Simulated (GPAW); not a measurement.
Crystal: Ba.

```xyz
1
Lattice="3.9177 0.0000 0.0000 0.0000 3.9177 0.0000 0.0000 0.0000 3.9177" Properties=species:S:1:pos:R:3 pbc="T T T"
Ba    0.0000    0.0000    0.0000
```

This isn't the form of Ba at room conditions, which is bcc.

```yaml
Program: GPAW 26.7.0
Task: single point
Functional: PBE
Potentials_or_basis: GPAW PAW data sets (gpaw-data 1.2.1)
Cutoff: 600 eV
Basis: pw
k_mesh: 7 × 7 × 7
Occupations: fermi-dirac, width 0.05 eV
Spin: no spin polarisation
```

On this cell: pressure 0.3 GPa; band gap on the k mesh 0.15 eV, indirect (least direct gap 0.22 eV).

The same run follows on a disturbed copy (cell strained at random at fixed volume):

```
Ba
1.0
     3.95249   -0.02723   -0.05295
    -0.02723    3.92735   -0.00032
    -0.05295   -0.00032    3.87462
Ba
1
Direct
  0.00274 0.00448 0.98942
```

**Question.** What changes?

**Answer.** The energy moves by +0.4 meV/atom; pressure 0.3 GPa; band gap on the k mesh 0.07 eV, direct.

Stress tensor (GPa, compression positive):
```
 0.07 -0.09 -0.15
-0.09  0.22  0.00
-0.15  0.00  0.70
```

Caveats: spin-orbit coupling is left out, which moves the levels of the heavy elements; an odd mesh through Γ misses points on the zone boundary, where band edges often lie.
